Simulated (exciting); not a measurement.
# Ag (Fm-3m) in exciting: further runs

One crystal, Ag, is run at these levels: PBE; tasks: single point.

All numbers are computed with exciting (release sodium); they aren't measurements. Logs are shortened: lines on timing, memory, paths and dates and some standing lists are left out, and cuts for length are marked.

### Step 1. The structure

It takes space group Fm-3m (No. 225, cubic). Conventional cell: a = 4.085 Å, b = 4.085 Å, c = 4.085 Å, α = 90.00°, β = 90.00°, γ = 90.00°. Ag (site symmetry m-3m) is surrounded by 12 Ag at 2.89 Å.

### Step 2. Single point, PBE

File input.xml:

```xml
<input>
  <title>Ag</title>
  <structure speciespath="./" tshift="false">
    <crystal scale="1">
      <basevect>0.000000000000 3.860238041079 3.860238041079</basevect>
      <basevect>3.860238041079 0.000000000000 3.860238041079</basevect>
      <basevect>3.860238041079 3.860238041079 0.000000000000</basevect>
    </crystal>
    <species speciesfile="Ag.xml" rmt="2.3">
      <atom coord="0.000000000000 0.000000000000 0.000000000000"/>
    </species>
  </structure>
  <groundstate do="fromscratch" ngridk="11 11 11" rgkmax="9" gmaxvr="14" lmaxapw="10" lmaxmat="10" lmaxvr="8" xctype="GGA_PBE" stype="Gaussian" swidth="0.00062474" nempty="12" ValenceRelativity="iora*" epsengy="1e-05" epspot="1e-05" maxscl="60" tforce="true" outputlevel="low"/>
</input>
```

Potentials or basis: all-electron LAPW+lo, shipped species files, valence relativity iora*.

Run with:

```sh
OMP_NUM_THREADS=1 exciting_smp
```

INFO.OUT:

```text
================================================================================
EXCITING SODIUM started
[... 10 lines left out ...]

 Lattice vectors (cartesian) :
      0.0000000000      3.8602380411      3.8602380411
      3.8602380411      0.0000000000      3.8602380411
      3.8602380411      3.8602380411      0.0000000000

 Reciprocal lattice vectors (cartesian) :
     -0.8138339191      0.8138339191      0.8138339191
      0.8138339191     -0.8138339191      0.8138339191
      0.8138339191      0.8138339191     -0.8138339191

 Unit cell volume                           :     115.0461936135
 Brillouin zone volume                      :       2.1560923108

 Species :    1 (Ag)
     parameters loaded from                 :    Ag.xml
     name                                   :    silver

     atomic positions (lattice) :
       1 :   0.00000000  0.00000000  0.00000000

 Total number of atoms per unit cell        :       1

 Spin treatment                             :    spin-unpolarised

 Number of Bravais lattice symmetries       :      48
 Number of crystal symmetries               :      48

 k-point grid                               :      11   11   11
 Total number of k-points                   :      56
 k-point set is reduced with crystal symmetries

 R^MT_min * |G+k|_max (rgkmax)              :       9.00000000

 G-vector grid sizes                        :      25    25    25
 Total number of G-vectors                  :    5209

 Total nuclear charge                       :     -47.00000000
 Total electronic charge                    :      47.00000000

 Number of empty states                     :      12
 Total number of valence states             :      22

 Exchange-correlation type                  :      20
     Perdew-Burke-Ernzerhof, Phys. Rev. Lett. 77, 3865 (1996)
     Generalised gradient approximation (GGA)

 Smearing scheme                            :    Gaussian
 Smearing width                             :       0.00062474

++++++++++++++++++++++++++++++++++++++++++++++++++++++++++++++++++++++++++++++++
+ Ending initialization                                                        +
++++++++++++++++++++++++++++++++++++++++++++++++++++++++++++++++++++++++++++++++

********************************************************************************
* Groundstate module started                                                   *
********************************************************************************
 Output level for this task is set to low

++++++++++++++++++++++++++++++++++++++++++++++++++++++++++++++++++++++++++++++++
[... 5 lines left out ...]
+ SCF iteration number :    1                                                  +
++++++++++++++++++++++++++++++++++++++++++++++++++++++++++++++++++++++++++++++++
 Total energy                               :     -5309.50607886
 _______________________________________________________________
 Fermi energy                               :         0.33467368
 DOS at Fermi energy (states/Ha/cell)       :         4.09186626
 Electron charge: Core leakage              :         0.00000003

++++++++++++++++++++++++++++++++++++++++++++++++++++++++++++++++++++++++++++++++
+ SCF iteration number :    2                                                  +
++++++++++++++++++++++++++++++++++++++++++++++++++++++++++++++++++++++++++++++++
 Total energy                               :     -5315.30028309
 _______________________________________________________________
 Fermi energy                               :         0.32602259
 DOS at Fermi energy (states/Ha/cell)       :         4.09161042
 Electron charge: Core leakage              :         0.00000003

 RMS change in effective potential (target) :  0.258644E-01  ( 0.100000E-04)
 Absolute change in total energy   (target) :   5.79420      ( 0.100000E-04)
 Charge distance                   (target) :  0.553043E-02  ( 0.100000E-04)
 Abs. change in max-nonIBS-force   (target) :   0.00000      ( 0.500000E-04)

++++++++++++++++++++++++++++++++++++++++++++++++++++++++++++++++++++++++++++++++
+ SCF iteration number :    3                                                  +
++++++++++++++++++++++++++++++++++++++++++++++++++++++++++++++++++++++++++++++++
 Total energy                               :     -5316.96313706
 _______________________________________________________________
 Fermi energy                               :         0.32159126
 DOS at Fermi energy (states/Ha/cell)       :         4.09182221
 Electron charge: Core leakage              :         0.00000003

 RMS change in effective potential (target) :  0.207923E-01  ( 0.100000E-04)
 Absolute change in total energy   (target) :   1.66285      ( 0.100000E-04)
 Charge distance                   (target) :  0.172306E-02  ( 0.100000E-04)
 Abs. change in max-nonIBS-force   (target) :   0.00000      ( 0.500000E-04)

++++++++++++++++++++++++++++++++++++++++++++++++++++++++++++++++++++++++++++++++
+ SCF iteration number :    4                                                  +
++++++++++++++++++++++++++++++++++++++++++++++++++++++++++++++++++++++++++++++++
 Total energy                               :     -5316.67806053
 _______________________________________________________________
 Fermi energy                               :         0.31277828
 DOS at Fermi energy (states/Ha/cell)       :         4.09173639
 Electron charge: Core leakage              :         0.00000003

 RMS change in effective potential (target) :  0.481936E-02  ( 0.100000E-04)
 Absolute change in total energy   (target) :  0.285077      ( 0.100000E-04)
 Charge distance                   (target) :  0.281209E-03  ( 0.100000E-04)
 Abs. change in max-nonIBS-force   (target) :   0.00000      ( 0.500000E-04)

++++++++++++++++++++++++++++++++++++++++++++++++++++++++++++++++++++++++++++++++
+ SCF iteration number :    5                                                  +
++++++++++++++++++++++++++++++++++++++++++++++++++++++++++++++++++++++++++++++++
 Total energy                               :     -5317.51472763
 _______________________________________________________________
 Fermi energy                               :         0.31174586
 DOS at Fermi energy (states/Ha/cell)       :         4.09168282
 Electron charge: Core leakage              :         0.00000003

 RMS change in effective potential (target) :  0.171848E-02  ( 0.100000E-04)
 Absolute change in total energy   (target) :  0.836667      ( 0.100000E-04)
 Charge distance                   (target) :  0.923651E-03  ( 0.100000E-04)
 Abs. change in max-nonIBS-force   (target) :   0.00000      ( 0.500000E-04)

++++++++++++++++++++++++++++++++++++++++++++++++++++++++++++++++++++++++++++++++
+ SCF iteration number :    6                                                  +
++++++++++++++++++++++++++++++++++++++++++++++++++++++++++++++++++++++++++++++++
 Total energy                               :     -5317.27932358
 _______________________________________________________________
 Fermi energy                               :         0.31195472
 DOS at Fermi energy (states/Ha/cell)       :         4.09183338
 Electron charge: Core leakage              :         0.00000003

 RMS change in effective potential (target) :  0.239597E-03  ( 0.100000E-04)
 Absolute change in total energy   (target) :  0.235404      ( 0.100000E-04)
 Charge distance                   (target) :  0.246446E-03  ( 0.100000E-04)
 Abs. change in max-nonIBS-force   (target) :   0.00000      ( 0.500000E-04)

++++++++++++++++++++++++++++++++++++++++++++++++++++++++++++++++++++++++++++++++
+ SCF iteration number :    7                                                  +
++++++++++++++++++++++++++++++++++++++++++++++++++++++++++++++++++++++++++++++++
 Total energy                               :     -5317.30714166
 _______________________________________________________________
 Fermi energy                               :         0.31194305
 DOS at Fermi energy (states/Ha/cell)       :         4.09180416
 Electron charge: Core leakage              :         0.00000003

 RMS change in effective potential (target) :  0.147095E-04  ( 0.100000E-04)
 Absolute change in total energy   (target) :  0.278181E-01  ( 0.100000E-04)
 Charge distance                   (target) :  0.235008E-04  ( 0.100000E-04)
 Abs. change in max-nonIBS-force   (target) :   0.00000      ( 0.500000E-04)

++++++++++++++++++++++++++++++++++++++++++++++++++++++++++++++++++++++++++++++++
+ SCF iteration number :    8                                                  +
++++++++++++++++++++++++++++++++++++++++++++++++++++++++++++++++++++++++++++++++
 Total energy                               :     -5317.30730730
 _______________________________________________________________
 Fermi energy                               :         0.31193629
 DOS at Fermi energy (states/Ha/cell)       :         4.09170843
 Electron charge: Core leakage              :         0.00000003

 RMS change in effective potential (target) :  0.913485E-05  ( 0.100000E-04)
 Absolute change in total energy   (target) :  0.165645E-03  ( 0.100000E-04)
 Charge distance                   (target) :  0.159878E-05  ( 0.100000E-04)
 Abs. change in max-nonIBS-force   (target) :   0.00000      ( 0.500000E-04)

++++++++++++++++++++++++++++++++++++++++++++++++++++++++++++++++++++++++++++++++
+ SCF iteration number :    9                                                  +
++++++++++++++++++++++++++++++++++++++++++++++++++++++++++++++++++++++++++++++++
 Total energy                               :     -5317.30647730
 _______________________________________________________________
 Fermi energy                               :         0.31193612
 DOS at Fermi energy (states/Ha/cell)       :         4.09180362
 Electron charge: Core leakage              :         0.00000003

 RMS change in effective potential (target) :  0.469193E-06  ( 0.100000E-04)
 Absolute change in total energy   (target) :  0.830009E-03  ( 0.100000E-04)
 Charge distance                   (target) :  0.761259E-06  ( 0.100000E-04)
 Abs. change in max-nonIBS-force   (target) :   0.00000      ( 0.500000E-04)

++++++++++++++++++++++++++++++++++++++++++++++++++++++++++++++++++++++++++++++++
+ SCF iteration number :   10                                                  +
++++++++++++++++++++++++++++++++++++++++++++++++++++++++++++++++++++++++++++++++
 Total energy                               :     -5317.30645895
 _______________________________________________________________
 Fermi energy                               :         0.31193632
 DOS at Fermi energy (states/Ha/cell)       :         4.09180194
 Electron charge: Core leakage              :         0.00000003

 RMS change in effective potential (target) :  0.947107E-07  ( 0.100000E-04)
 Absolute change in total energy   (target) :  0.183455E-04  ( 0.100000E-04)
 Charge distance                   (target) :  0.117571E-07  ( 0.100000E-04)
 Abs. change in max-nonIBS-force   (target) :   0.00000      ( 0.500000E-04)

++++++++++++++++++++++++++++++++++++++++++++++++++++++++++++++++++++++++++++++++
+ SCF iteration number :   11                                                  +
++++++++++++++++++++++++++++++++++++++++++++++++++++++++++++++++++++++++++++++++
 Total energy                               :     -5317.30646636
 _______________________________________________________________
 Fermi energy                               :         0.31193631
 DOS at Fermi energy (states/Ha/cell)       :         4.09165763
 Electron charge: Core leakage              :         0.00000003

 RMS change in effective potential (target) :  0.107507E-07  ( 0.100000E-04)
 Absolute change in total energy   (target) :  0.740996E-05  ( 0.100000E-04)
 Charge distance                   (target) :  0.677288E-08  ( 0.100000E-04)
 Abs. change in max-nonIBS-force   (target) :   0.00000      ( 0.500000E-04)

++++++++++++++++++++++++++++++++++++++++++++++++++++++++++++++++++++++++++++++++
+ SCF iteration number :   12                                                  +
++++++++++++++++++++++++++++++++++++++++++++++++++++++++++++++++++++++++++++++++
 Total energy                               :     -5317.30646736
 _______________________________________________________________
 Fermi energy                               :         0.31193631
 DOS at Fermi energy (states/Ha/cell)       :         4.09164975
 Electron charge: Core leakage              :         0.00000003

 RMS change in effective potential (target) :  0.731355E-09  ( 0.100000E-04)
 Absolute change in total energy   (target) :  0.100506E-05  ( 0.100000E-04)
 Charge distance                   (target) :  0.459264E-09  ( 0.100000E-04)
 Abs. change in max-nonIBS-force   (target) :   0.00000      ( 0.500000E-04)

++++++++++++++++++++++++++++++++++++++++++++++++++++++++++++++++++++++++++++++++
| Convergency criteria checked for the last 2 iterations                       +
| Convergence targets achieved. Performing final SCF iteration                 +
++++++++++++++++++++++++++++++++++++++++++++++++++++++++++++++++++++++++++++++++
 Total energy                               :     -5317.30646732
 _______________________________________________________________
 Fermi energy                               :         0.31193631
 DOS at Fermi energy (states/Ha/cell)       :         4.09165022
 Electron charge: Core leakage              :         0.00000003

++++++++++++++++++++++++++++++++++++++++++++++++++++++++++++++++++++++++++++++++
+ Self-consistent loop stopped                                                 +
++++++++++++++++++++++++++++++++++++++++++++++++++++++++++++++++++++++++++++++++
 STATE.OUT is written

--------------------------------------------------------------------------------
- Writing atomic positions and forces                                          -
--------------------------------------------------------------------------------

 Atomic positions (lattice) :
 atom     1  Ag  :     0.00000000    0.00000000    0.00000000

 Total atomic forces including IBS (cartesian) :
 atom     1  Ag  :     0.00000000    0.00000000    0.00000000

 Atomic force components including IBS (cartesian) :
 atom     1  Ag  :     0.00000000    0.00000000    0.00000000   HF force
                 :     0.00000000    0.00000000    0.00000000   core correction
                 :     0.00000000    0.00000000    0.00000000   IBS correction

********************************************************************************
[... 7 lines left out ...]
| EXCITING SODIUM stopped                                                      =
================================================================================
```

Run time: 21 s. Hardware: 1 thread of Arm Neoverse V1, shared host; peak memory 0.09 GiB.

What came out:

```yaml
Free_energy: -144691.2801 eV
Band_gap_on_the_k_mesh: none (metal or under the smearing width)
```

Levels at points of the mesh, in eV from the Fermi level:
```
           k point  band 7  band 8  band 9  band 10  band 11  band 12  band 13  band 14
(0.00, 0.00, 0.00)   -5.07   -5.07   -4.03    -4.03    15.64    19.22    19.22    19.22
```

### Step 3. Single point, PBE

input.xml, as its differences from that of step 2:

```diff
@@ -12,3 +12,3 @@
   </structure>
-  <groundstate do="fromscratch" ngridk="11 11 11" rgkmax="9" gmaxvr="14" lmaxapw="10" lmaxmat="10" lmaxvr="8" xctype="GGA_PBE" stype="Gaussian" swidth="0.00062474" nempty="12" ValenceRelativity="iora*" epsengy="1e-05" epspot="1e-05" maxscl="60" tforce="true" outputlevel="low"/>
+  <groundstate do="fromscratch" ngridk="11 11 11" rgkmax="9" gmaxvr="14" lmaxapw="10" lmaxmat="10" lmaxvr="8" xctype="GGA_PBE" stype="Gaussian" swidth="0.00066149" nempty="12" ValenceRelativity="iora*" epsengy="1e-05" epspot="1e-05" maxscl="60" tforce="true" outputlevel="high"/>
 </input>
```

Potentials or basis: all-electron LAPW+lo, shipped species files, valence relativity iora*.

Run with:

```sh
OMP_NUM_THREADS=1 exciting_smp
```

Wall time 21 s (1 thread of Arm Neoverse V1, shared host); peak memory 0.1 GiB.

Results (log left out):

```yaml
Free_energy: -144691.2801 eV
Band_gap_on_the_k_mesh: none (metal or under the smearing width)
All_electrons_inside_the_program's_atomic_spheres: Ag 45.25 (radii Ag 2.3 bohr)
```

Levels at points of the mesh, in eV from the Fermi level:
```
           k point  band 6  band 7  band 8  band 9  band 10  band 11  band 12  band 13  band 14  band 15
(0.00, 0.00, 0.00)   -5.07   -5.07   -5.07   -4.03    -4.03    15.64    19.22    19.22    19.22    24.21
```

### Step 4. Single point, PBE

File input.xml:

```xml
<input>
  <title>Ag</title>
  <structure speciespath="./" tshift="false">
    <crystal scale="1">
      <basevect>0.000000000000 3.860238041079 3.860238041079</basevect>
      <basevect>3.860238041079 0.000000000000 3.860238041079</basevect>
      <basevect>3.860238041079 3.860238041079 0.000000000000</basevect>
    </crystal>
    <species speciesfile="Ag.xml" rmt="2.3">
      <atom coord="0.000000000000 0.000000000000 0.000000000000"/>
    </species>
  </structure>
  <groundstate do="fromscratch" ngridk="11 11 11" rgkmax="9" gmaxvr="14" lmaxapw="10" lmaxmat="10" lmaxvr="8" xctype="GGA_PBE" stype="Gaussian" swidth="0.00069824" nempty="12" ValenceRelativity="iora*" epsengy="1e-05" epspot="1e-05" maxscl="60" tforce="true" outputlevel="normal"/>
  <properties>
    <chargedensityplot>
      <plot3d>
        <box grid="15 15 15">
          <origin coord="0 0 0"/>
          <point coord="1 0 0"/>
          <point coord="0 1 0"/>
          <point coord="0 0 1"/>
        </box>
      </plot3d>
    </chargedensityplot>
    <elfplot>
      <plot3d>
        <box grid="15 15 15">
          <origin coord="0 0 0"/>
          <point coord="1 0 0"/>
          <point coord="0 1 0"/>
          <point coord="0 0 1"/>
        </box>
      </plot3d>
    </elfplot>
    <exccplot>
      <plot3d>
        <box grid="15 15 15">
          <origin coord="0 0 0"/>
          <point coord="1 0 0"/>
          <point coord="0 1 0"/>
          <point coord="0 0 1"/>
        </box>
      </plot3d>
    </exccplot>
  </properties>
</input>
```

Run with:

```sh
OMP_NUM_THREADS=1 exciting_smp
```

Run time: 32 s. Hardware: 1 thread of Arm Neoverse V1, shared host; peak memory 0.1 GiB.

Results (log left out):

| Item | Value |
| --- | --- |
| Free energy | -144691.2801 eV |
| Band gap on the k mesh | none (metal or under the smearing width) |
| All electrons inside the program's atomic spheres | Ag 45.25 (radii Ag 2.3 bohr) |

Levels at points of the mesh, in eV from the Fermi level:
```csv
k point,band 8,band 9,band 10,band 11,band 12,band 13
"(0.00, 0.00, 0.00)",-5.07,-4.03,-4.03,15.64,19.22,19.22
```

(Part 1 of 2 ends here.)
